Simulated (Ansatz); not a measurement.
We consider rutile RuO2, described by PBE in Ansatz (PAW).

Numerical settings: plane-wave cutoff 520 eV, 12×12×18 k mesh (along the axes of the cell as run), Fermi–Dirac smearing 0.05 eV, no spin polarisation, scalar-relativistic PAW data made under PBE.

The cell is scaled about its equilibrium volume:

Shape and atoms are relaxed at each volume.

| V (Å³/atom) | P (GPa) | c (Å) | a (Å) |
|---|---|---|---|
| 10.211 | 11.28 | 3.096 | 4.448 |
| 10.423 | 5.32 | 3.107 | 4.486 |
| 10.636 | 0.00 | 3.119 | 4.523 |
| 10.849 | -4.74 | 3.130 | 4.560 |
| 11.061 | -8.96 | 3.142 | 4.596 |

Ansatz is a program for electronic structure.
